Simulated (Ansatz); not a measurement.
# SnO: the cost of one run

Program: Ansatz 0.2.0. Level of theory: DFT PBE+D3(BJ), scalar-relativistic, plane waves, PAW. These are calculated values, not measurements.

8 further runs of the same task are left out: 8 set aside as unsound or not needed. Runs told in other sessions of the task aren't counted.

## 1. The starting structure

Symmetry: P4/nmm, No. 129, tetragonal system. The conventional cell has a = 3.836 Å, b = 3.836 Å, c = 4.761 Å, α = 90.00°, β = 90.00°, γ = 90.00°. Around Sn (site symmetry 4mm) lie 4 O at 2.24 Å. O (site symmetry -4m2) is surrounded by 4 Sn at 2.24 Å.

Coordinates:

```xyz
8
Lattice="2.7126 -2.7126 0.0000 2.7126 2.7126 0.0000 0.0000 0.0000 9.5224" Properties=species:S:1:pos:R:3 pbc="T T T"
Sn    2.7126   -1.3563    8.3000
Sn    2.7126    1.3563    1.2224
Sn    2.7126   -1.3563    3.5388
Sn    2.7126    1.3563    5.9836
O     1.3563    0.0000    2.3806
O     4.0689    0.0000    7.1418
O     1.3563    0.0000    7.1418
O     4.0689    0.0000    2.3806
```

It goes back to an entry of the Materials Project, which need not be the stable form.

It is the result of an earlier relaxation at this level (volume 17.52 Å³/atom; gap on the mesh: none (metal)).

## 3. Setting up the map

Atoms count from 1 in the order of the input.

The upper layer of a bilayer is slid over the lower one; relaxed at each slide: the heights of all atoms; the origin of the map has Sn5 above Sn4.

The axes are (1) slide of the upper layer along the first cell vector, from Sn5 above Sn4: 8 values from 0.000 to 0.875, periodic; (2) slide of the upper layer along the second cell vector, from Sn5 above Sn4: 8 values from 0.000 to 0.875, periodic.

Relaxed at each point: the heights of all atoms. Points are written as (first, second).

The two vectors of the plane (Å): (3.820, 0.000, 0.000); (0.000, 3.820, 0.000).

(The set-up runs are not shown.)

## 4. Grid point (0/8, 0/8) of the map's two axes

Contents of input.yaml:

```yaml
crystal:
  lattice:
    - [3.8201634548, 0.0, 0.0]
    - [0.0, 3.8201634548, 0.0]
    - [0.0, 0.0, 22.22608119]
  atoms:
    - { symbol: Sn, position: [0.75, 0.25, 0.2024648413] }
    - { symbol: O, position: [0.25, 0.25, 0.2556240234] }
    - { symbol: O, position: [0.75, 0.75, 0.2556240234] }
    - { symbol: Sn, position: [0.25, 0.75, 0.3087832055] }
    - { symbol: Sn, position: [0.25, 0.75, 0.493251172] }
    - { symbol: O, position: [-0.25, 0.75, 0.5464103541] }
    - { symbol: O, position: [0.25, 1.25, 0.5464103541] }
    - { symbol: Sn, position: [-0.25, 1.25, 0.5995695362] }
basis:
  ecutwfc: 420
kpoints:
  mp_grid: { grid: [7, 7, 1] }
hamiltonian:
  xc: pbe
  pseudopotentials: { kind: paw, azcp: { folder: soft_1 } }
  dispersion: d3bj
scf:
  occupations: { method: gaussian, width: 0.05 }
output:
  forces: true
  eigenvalues: true
relax:
  adjacent_minimum: "off"
  f_tol: 0.003
  max_steps: 20
  constraints: [{ site: 0 }, { sites: [1, 2, 3, 4, 5, 6, 7], fix: xy }]
efield:
  axis: 3
  dipole_correction: true
  ramp_width: 0.04
```

The run is started by

```bash
$ ansatz run input.yaml --threads 2 --pin off --max-ram 6144MiB --backend cpu --events-out ev --progress --plain --runs-dir out
```

Q: Estimate wall time and peak memory on 2 threads of Intel Xeon Platinum 8488C (Sapphire Rapids), shared host.

About 37 s, with a peak of 0.64 GiB.
